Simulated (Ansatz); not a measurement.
Debugging cell relaxations under several functionals of MgS, space group P6_3mc (the Ansatz DFT code, driven from Python).

Script `lattice_mgs.py`:
```python
"""Relaxed cell of MgS under several functionals."""

import ansatz as az
import numpy as np
from pymatgen.core import Lattice, Structure
from pymatgen.io.ase import AseAtomsAdaptor

CUTOFF_EV = 470
KMESH = (5, 5, 3)
OCCUPATIONS = "fixed"
XC = "pbesol08"
FORCE_TOL = 0.005

def edges_and_angles(cell):
    cell = np.asarray(cell)
    a, b, c = np.linalg.norm(cell, axis=1)
    cosines = cell[1] @ cell[2] / (b * c), cell[0] @ cell[2] / (a * c), cell[0] @ cell[1] / (a * b)
    return (a, b, c, *np.degrees(np.arccos(cosines)))

pmg_structure = Structure(
    Lattice([(4.03462, 0.0, 0.0), (-2.01731, 3.49409, 0.0), (0.0, 0.0, 6.43229)]),
    ["Mg", "Mg", "S", "S"],
    [
        (2 / 3, 1 / 3, 0.49575),
        (1 / 3, 2 / 3, 0.99575),
        (1 / 3, 2 / 3, 0.37924),
        (2 / 3, 1 / 3, 0.87924),
    ],
)
mgs = az.Crystal.from_ase(AseAtomsAdaptor.get_atoms(pmg_structure))

setup = (
    mgs.calculation()
    .basis(CUTOFF_EV)
    .kpoints(*KMESH)
    .occupations(OCCUPATIONS)
    .functional(XC)
    .relax(cell=True, force_tolerance=FORCE_TOL, max_steps=30)
)

levels = [("pbesol", "none"), ("pbesol", "d3bj"), ("blyp", "d3bj")]
print("level            a       b       c    alpha   beta  gamma  V/atom  steps")
for name, dispersion in levels:
    seen = []
    run = setup.functional(name, dispersion=dispersion).session().plan()
    outcome = run.execute(on_event=lambda e: seen.append(e) if e["event"] == "relax_step" else None)
    cell = outcome.lattice.cell_ang
    label = name if dispersion == "none" else f"{name}+{dispersion}"
    print("{:13s} {:7.4f} {:7.4f} {:7.4f} {:6.2f} {:6.2f} {:6.2f}".format(label, *edges_and_angles(cell)), f"{abs(np.linalg.det(cell)) / len(outcome.lattice.sites):7.3f} {len(seen):5d}")
```

```console
$ python lattice_mgs.py
Traceback (most recent call last):
  File "lattice_mgs.py", line 37, in <module>
    .functional(XC)
     ~~~~~~~~~~^^^^
  ...
ansatz.errors.InputError: .functional('pbesol08'): not one of lda, pbe, pbesol, rpbe, revpbe, blyp, pbe0, revpbe0, b3lyp, b3lyp5, hse06, wpbeh, hiss, lc_wpbe, cam_b3lyp, hf, r2scan, r2scanh, r2scan0, r2scan50, mr2scan, a composition, a text  [hamiltonian.xc]
$ echo $?
1
```
(Library frames cut from the traceback.)

Find the fault and give the corrected script.

The fault: the functional's name isn't one that the program knows. The change:

```diff
--- before
+++ after
@@ -10,3 +10,2 @@
 OCCUPATIONS = "fixed"
-XC = "pbesol08"
 FORCE_TOL = 0.005
@@ -36,3 +35,2 @@
     .occupations(OCCUPATIONS)
-    .functional(XC)
     .relax(cell=True, force_tolerance=FORCE_TOL, max_steps=30)
```

The mended script runs so:

Output of `python lattice_mgs.py`:
```text
level            a       b       c    alpha   beta  gamma  V/atom  steps
pbesol         4.0296  4.0296  6.4136  90.00  90.00 120.00  22.547     4
pbesol+d3bj    3.9935  3.9935  6.3381  90.00  90.00 120.00  21.885     4
blyp+d3bj      3.9696  3.9696  6.3858  90.00  90.00 120.00  21.787     5
```

This cell is a computed structure, which may not be the phase found in nature. Timing: 12 s on 1 thread of Intel(R) Xeon(R) 6975P-C (Granite Rapids), on a shared host, peak memory 0.5 GiB.

(Lines on the test bed's own set-up are left out of the output.)
